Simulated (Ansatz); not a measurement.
**How much do the gradients of V2O3 depend on the method?**

Cell: an entry of the Crystallography Open Database (COD) whose atoms were relaxed with PBE, the cell held.

```cif
data_V2O3
_symmetry_space_group_name_H-M 'R-3c:H'
_symmetry_Int_Tables_number 167
_cell_length_a 4.9418
_cell_length_b 4.9418
_cell_length_c 13.9903
_cell_angle_alpha 90.000
_cell_angle_beta 90.000
_cell_angle_gamma 120.000
loop_
_atom_site_label
_atom_site_type_symbol
_atom_site_symmetry_multiplicity
_atom_site_Wyckoff_symbol
_atom_site_fract_x
_atom_site_fract_y
_atom_site_fract_z
V V 12 c 0.0000 0.0000 0.8414
O O 18 e 0.3436 0.0102 0.0833
```

One atom of each set is listed; the run and its k-mesh use a cell of 10 atoms with edges of 5.47, 5.47, 5.47 Å.

First run. All values are calculated (Ansatz; DFT, PBE, plane waves and PAW, scalar-relativistic, collinear spin, 420 eV cutoff, Γ-centred 9×9×9 k-points, Fermi–Dirac smearing 0.05 eV), not measured. Start moments as typed (μB): 2 on each V, none on the rest.

| site | V_zz (10²¹ V/m²) | η | m (μB) |
| --- | --- | --- | --- |
| V | -1.28 | 0.00 | 0.86 |
| O | -3.91 | 0.02 | -0.01 |

Second run. The same atoms and settings, except that the functional is PBEsol.

**Question.** What does the second run give?

**Answer.** 

```tsv
site	V_zz	η	change of V_zz	m (μB)
V	-1.40	0.00	-0.12	0.84
O	-3.80	0.02	+0.11	-0.01
```

The largest change of V_zz is on V, from -1.28 to -1.40. In per cent, |V_zz| changes by -3 on O (all sites that start above 2).

With no gap above 0.1 eV, as in a metal, the gradients converge slowly in k; expect changes of a tenth or more on a denser mesh. Semilocal functionals can leave a metal where correlation in the d or f shell opens a gap in the real compound, and that would change the values at and beside V. Measured V2O3 orders antiferromagnetically, but in this run all moments are parallel, as the start or the cell imposes: fields and spin densities carried over to other atoms belong to this order alone, and gaps, moments and gradients can differ too.
For the second run: At this cell the PBEsol pressure is -11 GPa, so with PBEsol the cell would shrink if it were relaxed.
